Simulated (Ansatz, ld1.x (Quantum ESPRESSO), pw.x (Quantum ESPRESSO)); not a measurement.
# pw.x on fcc Si: one setting changed

Potential: ultrasoft, ld1.x (Quantum ESPRESSO) 7.5, LDA (PW92); core [Ne], reference 3s2 3p1; waves: 3s (bound): rcut 1.25, rcutus 1.65 bohr; 3s channel at -0.15 Ry: rcut 1.25, rcutus 1.65 bohr; 3p (bound): rcut 1.40, rcutus 1.65 bohr; 3p channel at -0.05 Ry: rcut 1.40, rcutus 1.65 bohr; 3d channel at 0.2 Ry: rcut 1.10, rcutus 1.50 bohr; 3d channel at 2.7 Ry: rcut 1.10, rcutus 1.50 bohr; local part: all-electron potential smoothed inside 1.40 bohr (lloc = -1); core correction: none; augmentation: PSQ, inside the norm-conserving radii.

The reference run (k-mesh 15³, cutoffs 40/700 Ry, Fermi–Dirac 0.01 Ry, mixing_beta 0.4, conv_thr 1e-9, no spin) gives -0.50 GPa at 13.850 Å³/atom, where all-electron LAPW gives 0.45 GPa. This run, with its own iteration cap, changes k-mesh shift to 1.

```
&control
  calculation='scf', prefix='x', pseudo_dir='./', outdir='./tmp', tstress=.true., disk_io='none'
/
&system
  ibrav=0, nat=1, ntyp=1, ecutwfc=40, ecutrho=700, nbnd=9,
  occupations='smearing', smearing='fd', degauss=0.01
/
&electrons
  conv_thr=1e-09, mixing_beta=0.4, electron_maxstep=60
/
ATOMIC_SPECIES
Si 1.0 Si.UPF
CELL_PARAMETERS angstrom
  0.00000000 1.90607474 1.90607474
  1.90607474 0.00000000 1.90607474
  1.90607474 1.90607474 0.00000000
ATOMIC_POSITIONS crystal
Si 0.0000 0.0000 0.0000
K_POINTS automatic
15 15 15 1 1 1
```

```bash
pw.x < Si.scf.in > Si.scf.out
```

Question: How does the run end?

Answer: It converges in 7 iterations; the free energy moves by -1.8 meV/atom and the pressure by +0.06 GPa.

```
Message from routine setup:
     using ibrav=0 with symmetry is DISCOURAGED, use correct ibrav instead
     lattice parameter (alat)  =       5.0939  a.u.
     unit-cell volume          =      93.4644 (a.u.)^3
     number of electrons       =         4.00
     number of Kohn-Sham states=            9
     kinetic-energy cutoff     =      40.0000  Ry
     charge density cutoff     =     700.0000  Ry
     scf convergence threshold =      1.0E-09
     Exchange-correlation= PW
     number of k points=   344  Fermi-Dirac smearing, width (Ry)=  0.0100
     iteration #  1     ecut=    40.00 Ry     beta= 0.40
     total energy              =      -7.92225898 Ry
     estimated scf accuracy    <       0.03296274 Ry
     iteration #  2     ecut=    40.00 Ry     beta= 0.40
     total energy              =      -7.91898605 Ry
     estimated scf accuracy    <       0.00985396 Ry
     iteration #  3     ecut=    40.00 Ry     beta= 0.40
     total energy              =      -7.91941014 Ry
     estimated scf accuracy    <       0.00001095 Ry
     iteration #  4     ecut=    40.00 Ry     beta= 0.40
     total energy              =      -7.91941636 Ry
     estimated scf accuracy    <       0.00000038 Ry
     iteration #  5     ecut=    40.00 Ry     beta= 0.40
     total energy              =      -7.91941653 Ry
     estimated scf accuracy    <       0.00000001 Ry
     iteration #  6     ecut=    40.00 Ry     beta= 0.40
     total energy              =      -7.91941658 Ry
     estimated scf accuracy    <          1.0E-09 Ry
     iteration #  7     ecut=    40.00 Ry     beta= 0.40
     the Fermi energy is    11.0937 ev
!    total energy              =      -7.91941661 Ry
     estimated scf accuracy    <          7.7E-11 Ry
     smearing contrib. (-TS)   =      -0.00190245 Ry
     The total energy is F=E-TS. E is the sum of the following terms:
     one-electron contribution =       4.71407031 Ry
     hartree contribution      =       0.02983605 Ry
     xc contribution           =      -2.47838005 Ry
     ewald contribution        =     -10.18304046 Ry
     convergence has been achieved in   7 iterations
          total   stress  (Ry/bohr**3)                   (kbar)     P=       -4.32
     Message from routine punch:
     Nothing written, as per user request (disk_io='none')
```

The run took about 23 s on one core of a shared host (Neoverse-V1, 32 threads, 247 GiB, load 16).
